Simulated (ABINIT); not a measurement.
P:

```
CELL_PARAMETERS angstrom
1.64774 -5.46504 0.00000
1.64774 5.46504 0.00000
0.00000 0.00000 4.54364
ATOMIC_POSITIONS crystal
P 0.90414 0.09586 0.58882
P 0.09586 0.90414 0.41118
P 0.59586 0.40414 0.08882
P 0.40414 0.59586 0.91118
```

Program: ABINIT 10.8.3 (patched build). Alike in all runs: task single point; no spin polarisation; cell as given; k mesh 6 × 6 × 4; smearing fermi-dirac 0.05 eV.

Q: Order these runs on this cell by their pressure, lowest first.
A. level PBEsol; potentials or basis PseudoDojo NC SR PBEsol v0.4.1 standard; cutoff (eV) 490
B. level LDA; potentials or basis PseudoDojo NC SR LDA v0.4.1 standard; cutoff (eV) 653
C. level PBE; potentials or basis PseudoDojo NC SR PBE v0.4.1 standard; cutoff (eV) 599

A: B (-2.2 GPa), A (-0.6 GPa), C (2.1 GPa).

Not every run made on this cell is shown here.
